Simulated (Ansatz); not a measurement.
A generator proposed this cell of Mg2Zn3O5.

```xyz
10
Lattice="-1.6335 1.6335 11.5507 1.6335 -1.6335 11.5507 1.6335 1.6335 -11.5507" Properties=species:S:1:pos:R:3 pbc="T T T"
Mg    0.0000    0.0000    6.9304
Mg    0.0000    0.0000   16.1710
Zn    0.0000    0.0000   20.7913
Zn    0.0000    0.0000    2.3101
Zn    0.0000    0.0000   11.5507
O     0.0000    0.0000   18.4811
O     0.0000    0.0000    4.6203
O     0.0000    0.0000   13.8608
O     0.0000    0.0000    0.0000
O     0.0000    0.0000    9.2406
```

All numbers below come from DFT PBE, scalar-relativistic, plane waves, PAW (Ansatz). Plane waves to 420 eV, a k mesh through Γ of 8×8×8 on the computed 10-atom cell and Gaussian smearing (0.10 eV); no spin polarisation.

Energies over the elements count from the elements' standard structures at the same level (O₂ as a molecule), with no fitted energy shifts.

Problem. How far from equilibrium is it?

Solution. The pressure is -21.3 GPa (the mean over three directions, positive in compression), the largest force is 0.24 eV/Å, and the energy is −1.65 eV/atom against the elements. The shortest distance is 2.31 Å.

Problem. How much does it gain on relaxing, and where does it end?

Solution. Relaxing gains about 0.19 eV/atom in 10 ionic steps and ends at −1.838 eV/atom on the finer mesh. The symmetry stays I4/mmm (No. 139). The volume per atom shrinks by 19.3 %, from 12.3 to 10.0 Å³. The shortest distance goes from 2.31 Å (Mg–O and Zn–O) to 2.12 Å (Mg–O). Conventional cell: a = 3.042 Å, c = 21.509 Å. Mg is surrounded by 6 O at 2.12–2.15 Å; Zn on a site of symmetry 4mm is surrounded by 6 O at 2.15–2.17 Å; around O on a site of symmetry 4mm lie 5 Mg at 2.12–2.15 Å and 1 Zn at 2.16 Å; 3 more sites not described.

The last run used a 12×12×12 mesh for its 10-atom cell and Gaussian smearing of 0.02 eV. The relaxation can't lower the symmetry of the start. A later test with randomly moved atoms came back to the same energy, though modes that don't fit the test's cell weren't probed.
